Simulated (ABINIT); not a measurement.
Crystal: C.

```
C
1.0
     0.00000    1.78337    1.78337
     1.78337    0.00000    1.78337
     1.78337    1.78337    0.00000
C
2
Direct
  0.75000 0.75000 0.75000
  0.50000 0.50000 0.50000
```

This isn't the form of C at room conditions, which is graphite.

Base run:

```yaml
Program: ABINIT 10.8.3 (patched build)
Functional: BLYP
Potentials_or_basis: JTH PAW PBE v2.0
Cutoff: 626 eV
k_mesh: 13 × 13 × 13
Occupations: fermi-dirac, width 0.05 eV
Spin: no spin polarisation
```

Its results: band gap on the k mesh 4.46 eV, indirect (least direct gap 5.74 eV); pressure 10.6 GPa.

Question: After a change of settings the same cell gave: band gap on the k mesh 4.14 eV, indirect (least direct gap 5.60 eV); pressure 7.4 GPa. Which change was it?
A. functional from BLYP to RPBE
B. functional from BLYP to r2SCAN
C. functional from BLYP to LDA
D. functional from BLYP to WC

Answer: A.

Caveats: the PAW data sets were made with another functional, which shifts forces and pressure a little; an odd mesh through Γ misses points on the zone boundary, where band edges often lie; the atomic spheres overlap.
